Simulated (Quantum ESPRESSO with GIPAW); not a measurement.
# Off-centring in BaZrO3 seen by 137Ba

In the cubic cell the series varies the shift of Zr along [001] from the centre of its octahedron, all other atoms held. GIPAW with PBEsol and plane-wave PAW files from pslibrary 1.0.0 recipes (Ba spn, Zr spn, O n), cutoffs 55 and 330 Ry, a 6×6×6 mesh in every shielding run (Quantum ESPRESSO with GIPAW, a patched development version), without spin-orbit coupling. The atoms are held where the series puts them. The cells were built for this series from an entry of the Crystallography Open Database for this compound, not from a prototype; it need not be the form that is stable at ambient conditions.

One member of the series, BaZrO3 (P4mm) at 0.12 Å, as used in the shielding run:

```xyz
5
Lattice="4.1913 0.0000 0.0000 0.0000 4.1913 0.0000 0.0000 0.0000 4.1913" Properties=species:S:1:pos:R:3 pbc="T T T"
Ba    0.0000    0.0000    0.0000
Zr    2.0957    2.0957    2.2157
O     2.0957    2.0957    0.0000
O     2.0957    0.0000    2.0957
O     0.0000    2.0957    2.0957
```

```csv
shift d (Å),d² (Å²),mean bond at Ba (Å),σ_iso of Ba (ppm)
0,0.0000,2.9637,4903.93
0.03,0.0009,2.9637,4903.81
0.06,0.0036,2.9637,4903.30
0.09,0.0081,2.9637,4902.55
0.12,0.0144,2.9637,4901.43
0.15,0.0225,2.9637,?
0.18,0.0324,2.9637,4897.97
0.21,0.0441,2.9637,4895.52
0.24,0.0576,2.9637,4892.55
```

**Task.** Fit σ_iso of Ba against x, the square of the shift in Å²; judge whether a straight line is enough, and predict the withheld row (x = 0.0225 Å²).

1. The 8 known rows give Σx = 0.1611, Σy = 39201.06, Σx² = 0.00659907 and Σxy = 788.754096.

2. Slope b = (nΣxy − ΣxΣy)/(nΣx² − (Σx)²) = -195.91 and intercept a = (Σy − bΣx)/n = 4904.08 ppm.

3. Residuals y − a − bx, in the order of the table: -0.15, -0.09, -0.07, +0.06, +0.17, +0.24, +0.08, -0.24 ppm; r.m.s. 0.16 ppm, R² = 0.999. They bend, and a quadratic term takes most of them away: y = 4903.9363 − 167.0503 x − 533.2174 x², r.m.s. 0.015 ppm.

4. At x = 0.0225 Å², inside the fitted range, the line gives 4899.67 ppm and the parabola 4899.91 ppm.

5. The run gives 4899.92 ppm. The line misses by -0.25 ppm, the parabola by -0.01 ppm; that is within twice the r.m.s. of the parabola. Verdict: a line is not enough; the parabola both fits and predicts better.

Between neighbouring rows of the full table the slope is -1.3 ppm for 0.01 Å² of d² at the low end and -2.2 at the high end. The cubic cell has a mirror across the shift, so a quantity of the moved atom, or a mean over an element, is even in d: hence the fit against d². The macroscopic shape term is left out. It is common to all sites of a cell; for a sphere, judged roughly from the xx and yy parts of the valence susceptibility, it lies between 5.7 and 6.6 ppm in these runs.

[Logs are printed without paths, hosts, clocks, repeated set-up lines and the standing remarks that a program may print on its own settings, such as how far it seeks lower states.]

[Hosts, paths, dates, database ids (printed as entryN), source tags and the programs' standing remarks are cut or masked in the printed files.]
